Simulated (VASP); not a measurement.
# Dy (Im-3m) in VASP: a series of runs

One crystal, Dy, is run at these levels: PBE; tasks: single point.

Everything below comes from runs of VASP 6.6.1. Logs are shortened: lines on timing, memory, paths and dates and some standing lists are left out, and cuts for length are marked.

### 1 The structure

Symmetry: Im-3m, No. 229, cubic system. Conventional cell: a = 4.001 Å, b = 4.001 Å, c = 4.001 Å, α = 90.00°, β = 90.00°, γ = 90.00°. Around Dy (site symmetry m-3m) lie 8 Dy at 3.46 Å.

This isn't the form of Dy at room conditions, which is hcp.

### 2 Single point, PBE, collinear spin, ferromagnetic start

INCAR reads:

```
SYSTEM = Dy
  ADDGRID = .False.
  ALGO = Normal
  EDIFF = 1E-6
  ENCUT = 400
  GGA = PE
  ISIF = 2
  ISMEAR = 0
  ISPIN = 2
  LASPH = .True.
  LCHARG = .False.
  LMAXMIX = 6
  LORBIT = 11
  LREAL = .False.
  LWAVE = .False.
  MAGMOM = 5
  NELM = 100
  PREC = Low
  SIGMA = 0.2
```

KPOINTS reads:

```
k-points
0
Gamma
  12 12 12
  0 0 0
```

POSCAR reads:

```
Dy
1.0
   -2.0003821482      2.0003821482      2.0003821482
    2.0003821482     -2.0003821482      2.0003821482
    2.0003821482      2.0003821482     -2.0003821482
Dy
1
Direct
    0.0000000000      0.0000000000      0.0000000000
```

Potentials or basis: VASP PAW PBE potentials, release 64 (Dy).

On the command line:

```sh
cat potpaw_PBE.64/Dy/POTCAR > POTCAR
mpirun -np 1 vasp_std > vasp.out
```

OUTCAR:

```text
SYSTEM = Dy
   EDIFF = 1E-6
   ENCUT = 400
   GGA = PE
   ISIF = 2
   ISMEAR = 0
   ISPIN = 2
   LASPH = .True.
   LORBIT = 11
   LREAL = .False.
   NELM = 100
   PREC = Low

 Found     72 irreducible k-points:

 Following reciprocal coordinates:
            Coordinates               Weight
  0.000000  0.000000  0.000000      1.000000
  0.083333  0.000000  0.000000     12.000000
  0.166667  0.000000  0.000000     12.000000
  0.250000  0.000000  0.000000     12.000000
  0.333333  0.000000  0.000000     12.000000
  0.416667  0.000000  0.000000     12.000000
   k-points           NKPTS =     72   k-points in BZ     NKDIM =     72   number of bands    NBANDS=     17
   number of dos      NEDOS =    301   number of ions     NIONS =      1
   total plane-waves  NPLWV =   5832
   dimension x,y,z NGX =    18 NGY =   18 NGZ =   18
   dimension x,y,z NGXF=    24 NGYF=   24 NGZF=   24
   ions per type =               1
   NGX,Y,Z   is equivalent  to a cutoff of   8.64,  8.64,  8.64 a.u.
   NGXF,Y,Z  is equivalent  to a cutoff of  11.52, 11.52, 11.52 a.u.
 SYSTEM =  Dy
   PREC   = low       normal or accurate (medium, high low for compatibility)
   ISTART =      0    job   : 0-new  1-cont  2-samecut
   ICHARG =      2    charge: 1-file 2-atom 10-const
   ISPIN  =      2    spin polarized calculation?
   LNONCOLLINEAR =      F non collinear calculations
   LSORBIT =      F    spin-orbit coupling
   LASPH  =      T    aspherical Exc in radial PAW
   ENCUT  =  400.0 eV  29.40 Ry    5.42 a.u.   5.65  5.65  5.65*2*pi/ulx,y,z
   NELM   =    100;   NELMIN=  2; NELMDL= -5     # of ELM steps
   EDIFF  = 0.1E-05   stopping-criterion for ELM
   LREAL  =      F    real-space projection
   EDIFFG = 0.1E-04   stopping-criterion for IOM
   NSW    =      0    number of steps for IOM
   IBRION =     -1    ionic relax: 0-MD 1-quasi-New 2-CG
   NFREE  =      0    steps in history (QN), initial steepest desc. (CG)
   ISIF   =      2    stress and relaxation
   ISYM   =      2    0-nonsym 1-usesym 2-fastsym
   POTIM  = 0.5000    time-step for ionic-motion
   TEBEG  =    0.0;   TEEND  =   0.0 temperature during run
   PSTRESS=    0.0 pullay stress
   NELECT =      20.0000    total number of electrons
   NUPDOWN=      -1.0000    fix difference up-down
   EMIN   =  10.00;   EMAX   =-10.00  energy-range for DOS
   EFERMI =   0.00;   METHOD = LEGACY
   ISMEAR =     0;   SIGMA  =   0.20  broadening in eV -4-tet -1-fermi 0-gaus
   EFERMI_NEDOS =   21; number of points for ismear=-14 and -15
   IALGO  =     38    algorithm
   IMIX   =      4    mixing-type and parameters
     AMIX     =   0.40;   BMIX     =  1.00
     AMIX_MAG =   1.60;   BMIX_MAG =  1.00
  volume/ion in A,a.u.               =      32.02       216.07
  Fermi-wavevector in a.u.,A,eV,Ry     =   1.399432  2.644543 26.645792  1.958410
  Thomas-Fermi vector in A             =   2.522492
   LORBIT       =     11    0 simple, 1 ext, 2 COOP (PROOUT), +10 PAW based schemes
   GGA     = PE    functional components
   LHFCALC =     F    Hartree Fock is set to
   AEXX    =    0.0000 exact exchange contribution
   IVDW    =     0    specifies the selected vdW correction
   LEPSILON=     F    determine dielectric tensor
   LRPA    =     F    only Hartree local field effects (RPA)
 spin polarized calculation
 Gauss-broadening in eV      SIGMA  =   0.20
  energy-cutoff  :      400.00
  volume of cell :       32.02
 maximum number of plane-waves:       603
   NGX = 11   NGY = 11   NGZ = 11

 number of electron      20.0000170 magnetization       4.5681406

 Free energy of the ion-electron system (eV)
  ---------------------------------------------------
  ext. energy  EPLUGINS =         0.00000000
  ---------------------------------------------------
  free energy    TOTEN  =        -7.94803048 eV

  energy without entropy =       -7.86163352  energy(sigma->0) =       -7.90483200

 E-fermi :   2.8446     XC(G=0): -10.0689

 val. band max:        2.8404039198   @ k =  -0.3333   0.5000   0.0833
 cond. band min:       2.8496040505   @ k =   0.2500   0.2500   0.0833
 fundamental gap:      0.0092001307
 Fermi energy:         2.8446005150

 spin component 1

 k-point     1 :       0.0000    0.0000    0.0000
  band No.  band energies     occupation
      1     -44.2214      1.00000
      2     -19.7531      1.00000
      3     -19.7529      1.00000
      4     -19.7529      1.00000
      5      -2.2911      1.00000
      6      -0.5130      1.00000
[... 9 lines left out ...]
     16       6.9621      0.00000
     17       6.9621      0.00000

 k-point     2 :       0.0833    0.0000    0.0000
  band No.  band energies     occupation
      1     -44.2175      1.00000
      2     -19.8010      1.00000
      3     -19.7676      1.00000
      4     -19.7531      1.00000
      5      -2.0899      1.00000
      6      -0.5191      1.00000
[... 9 lines left out ...]
     16       6.7428      0.00000
     17       6.9666      0.00000
[... 61 lines left out ...]
 k-point     6 :       0.4167    0.0000    0.0000
  band No.  band energies     occupation
      1     -44.1671      1.00000
      2     -20.3826      1.00000
      3     -19.9550      1.00000
      4     -19.7569      1.00000
      5      -0.5909      1.00000
      6      -0.5593      1.00000
[... 9 lines left out ...]
     16       7.6109      0.00000
     17       9.2247      0.00000

 [... further k-points ...]

 spin component 2

 k-point     1 :       0.0000    0.0000    0.0000
  band No.  band energies     occupation
      1     -42.1942      1.00000
      2     -18.2745      1.00000
      3     -18.2744      1.00000
      4     -18.2744      1.00000
      5      -2.0980      1.00000
      6       2.5332      0.98616
[... 9 lines left out ...]
     16       7.5669      0.00000
     17       7.5669      0.00000

 k-point     2 :       0.0833    0.0000    0.0000
  band No.  band energies     occupation
      1     -42.1896      1.00000
      2     -18.3308      1.00000
      3     -18.2912      1.00000
      4     -18.2747      1.00000
      5      -1.8891      1.00000
      6       2.5298      0.98700
[... 9 lines left out ...]
     16       7.3271      0.00000
     17       7.5717      0.00000
[... 61 lines left out ...]
 k-point     6 :       0.4167    0.0000    0.0000
  band No.  band energies     occupation
      1     -42.1299      1.00000
      2     -19.0053      1.00000
      3     -18.5047      1.00000
      4     -18.2798      1.00000
      5       0.8095      1.00000
      6       2.5982      0.95927
[... 9 lines left out ...]
     16       8.2733      0.00000
     17       9.9052      0.00000

 [... further k-points ...]
[... 5 lines left out ...]
  --------------------------------------------------------------------------------------
  -------------------------------------------------------------------------------------
  Total        0.1776292      0.1776292      0.1776292      0.0000000      0.0000000      0.0000000
  in kB        8.8884522      8.8884522      8.8884522      0.0000000      0.0000000      0.0000000
  external PRESSURE =       8.8884522 kB  Pullay stress =       0.0000000 kB

 VOLUME and BASIS-vectors are now :
 -----------------------------------------------------------------------------
  energy-cutoff  :      400.00
  volume of cell :       32.02
      direct lattice vectors                 reciprocal lattice vectors
    -2.000382148  2.000382148  2.000382148     0.000000000  0.249952241  0.249952241
     2.000382148 -2.000382148  2.000382148     0.249952241  0.000000000  0.249952241
     2.000382148  2.000382148 -2.000382148     0.249952241  0.249952241  0.000000000

 POSITION                                       TOTAL-FORCE (eV/Angst)
 -----------------------------------------------------------------------------------
      0.00000      0.00000      0.00000         0.000000     -0.000000     -0.000000
 -----------------------------------------------------------------------------------
    total drift:                                0.000000      0.000000     -0.000000

  FREE ENERGIE OF THE ION-ELECTRON SYSTEM (eV)
  ---------------------------------------------------
  free  energy   TOTEN  =        -7.9480304816 eV

  energy  without entropy=       -7.8616335167  energy(sigma->0) =       -7.90483200

 total charge

# of ion       s       p       d       f       tot
--------------------------------------------------
    1        2.163   5.808   0.483   9.330  17.783

 magnetization (x)

# of ion       s       p       d       f       tot
--------------------------------------------------
    1        0.007  -0.058   0.031   4.509   4.489
```

OSZICAR:

```text
N       E                     dE             d eps       ncg     rms          rms(c)
DAV:   1     0.844977695494E+02    0.84498E+02   -0.62784E+03  6096   0.474E+03
DAV:   2     0.372299033885E+01   -0.80775E+02   -0.75144E+02  6039   0.297E+02
DAV:   3    -0.574253948688E+01   -0.94655E+01   -0.90387E+01  7192   0.820E+01
DAV:   4    -0.697483817867E+01   -0.12323E+01   -0.12110E+01  9495   0.248E+01
[... 22 lines left out ...]
DAV:  27    -0.794803103760E+01    0.74580E-05   -0.28282E-06  4450   0.393E-02    0.166E-01
DAV:  28    -0.794802816779E+01    0.28698E-05   -0.23915E-06  3914   0.407E-02    0.137E-01
DAV:  29    -0.794802790191E+01    0.26588E-06   -0.15206E-05  6372   0.986E-02    0.804E-02
DAV:  30    -0.794803031595E+01   -0.24140E-05   -0.20801E-06  5268   0.248E-02    0.317E-02
DAV:  31    -0.794803048156E+01   -0.16561E-06   -0.62761E-07  2845   0.139E-02
   1 F= -.79480305E+01 E0= -.79048320E+01  d E =-.863970E-01  mag=     4.5684
```

stdout:

```text
POSCAR found type information on POSCAR Dy
 POSCAR found :  1 types and       1 ions
 scaLAPACK will be used
 LDA part: xc-table for (Slater+PW92), standard interpolation
 POSCAR, INCAR and KPOINTS ok, starting setup
 FFT: planning ... GRIDC
 FFT: planning ... GRID_SOFT
 FFT: planning ... GRID
 WAVECAR not read
 entering main loop
```

It took 53 s on 1 thread of Intel Xeon Platinum 8488C (Sapphire Rapids), shared host; peak memory 0.16 GiB.

These settings aren't checked as converged: the numbers below hold their error.

Results:

```yaml
Free_energy: -7.9480 eV
Pressure: 0.9 GPa
Band_gap_on_the_k_mesh: none (metal or under the smearing width)
Net_moment: 4.57 μB per cell
Site_moments: Dy +4.49 μB
Valence_electrons_inside_the_program's_atomic_spheres: Dy 17.78
```

Caveat: the cutoff is under 1.25 times the usual one of these potentials, so pressure, stress and relaxed cells hold a basis-set (Pulay) error; the magnetic or orbital state may not be the lowest; spin-orbit coupling is left out, which moves the levels of the heavy elements.

### 3 Single point, PBE, collinear spin, ferromagnetic start

INCAR: that of step 2 with these lines changed.

```diff
@@ -17,3 +17,3 @@
   NELM = 100
-  PREC = Low
+  PREC = Normal
   SIGMA = 0.2
```

KPOINTS is that of step 2.

POSCAR is that of step 2.

Potentials or basis: VASP PAW PBE potentials, release 64 (Dy).

On the command line:

```sh
cat potpaw_PBE.64/Dy/POTCAR > POTCAR
mpirun -np 1 vasp_std > vasp.out
```

It took 54 s on 1 thread of Intel Xeon Platinum 8488C (Sapphire Rapids), shared host; peak memory 0.16 GiB.

These settings aren't checked as converged: the numbers below hold their error.

Results:

* Free energy: -7.9471 eV
* Pressure: 1.1 GPa
* Band gap on the k mesh: none (metal or under the smearing width)
* Net moment: 4.57 μB per cell
* Site moments: Dy +4.49 μB
* Valence electrons inside the program's atomic spheres: Dy 17.78

Caveat: the cutoff is under 1.25 times the usual one of these potentials, so pressure, stress and relaxed cells hold a basis-set (Pulay) error; the magnetic or orbital state may not be the lowest; spin-orbit coupling is left out, which moves the levels of the heavy elements.

### 4 Single point, PBE, collinear spin, ferromagnetic start

INCAR: that of step 3 with these lines changed.

```diff
@@ -13,3 +13,3 @@
   LORBIT = 11
-  LREAL = .False.
+  LREAL = Auto
   LWAVE = .False.
@@ -17,3 +17,3 @@
   NELM = 100
-  PREC = Normal
+  PREC = Accurate
   SIGMA = 0.2
```

KPOINTS is that of step 3.

POSCAR is that of step 3.

On the command line:

```sh
cat potpaw_PBE.64/Dy/POTCAR > POTCAR
mpirun -np 1 vasp_std > vasp.out
```

It took 2.8 min on 1 thread of Intel Xeon Platinum 8488C (Sapphire Rapids), shared host; peak memory 0.18 GiB.

The run converged, but some of its settings lie outside the range that counts as converged, so its numbers aren't taken as properties of the crystal.

Results:

| Quantity | Value |
| --- | --- |
| Free energy | -7.9470 eV |
| Pressure | 0.9 GPa |
| Band gap on the k mesh | none (metal or under the smearing width) |
| Net moment | 4.57 μB per cell |
| Site moments | Dy +4.49 μB |
| Valence electrons inside the program's atomic spheres | Dy 17.78 |

Caveat: the cutoff is under 1.25 times the usual one of these potentials, so pressure, stress and relaxed cells hold a basis-set (Pulay) error; the magnetic or orbital state may not be the lowest; spin-orbit coupling is left out, which moves the levels of the heavy elements.

### 5 Single point, PBE, collinear spin, ferromagnetic start

INCAR: that of step 4 with these lines changed.

```diff
@@ -3,3 +3,3 @@
   ALGO = Normal
-  EDIFF = 1E-6
+  EDIFF = 0.01
   ENCUT = 400
@@ -13,3 +13,3 @@
   LORBIT = 11
-  LREAL = Auto
+  LREAL = .False.
   LWAVE = .False.
```

KPOINTS is that of step 4.

POSCAR is that of step 4.

On the command line:

```sh
cat potpaw_PBE.64/Dy/POTCAR > POTCAR
mpirun -np 1 vasp_std > vasp.out
```

It took 35 s on 1 thread of Intel Xeon Platinum 8488C (Sapphire Rapids), shared host; peak memory 0.18 GiB.

The run converged, but some of its settings lie outside the range that counts as converged, so its numbers aren't taken as properties of the crystal.

Results:

| Property | Result |
| --- | --- |
| Free energy | -7.9436 eV |
| Pressure | 1.2 GPa |
| Band gap on the k mesh | none (metal or under the smearing width) |
| Net moment | 4.44 μB per cell |
| Site moments | Dy +4.53 μB |
| Valence electrons inside the program's atomic spheres | Dy 17.75 |

Caveat: the cutoff is under 1.25 times the usual one of these potentials, so pressure, stress and relaxed cells hold a basis-set (Pulay) error; the magnetic or orbital state may not be the lowest; spin-orbit coupling is left out, which moves the levels of the heavy elements.

### 6 The reference run

An earlier run on the cell as given: functional PBE; potentials or basis VASP PAW PBE potentials, release 64 (Dy); cutoff 520 eV; k mesh 9 × 9 × 9; occupations fermi-dirac, width 0.05 eV; collinear spin, ferromagnetic start; starting moments [5.0] μB.

- Pressure: 1.6 GPa
- Band gap on the k mesh: none (metal or under the smearing width)
- Net moment: 4.47 μB per cell
- Site moments: Dy +4.44 μB
- Valence electrons inside the program's atomic spheres: Dy 17.79
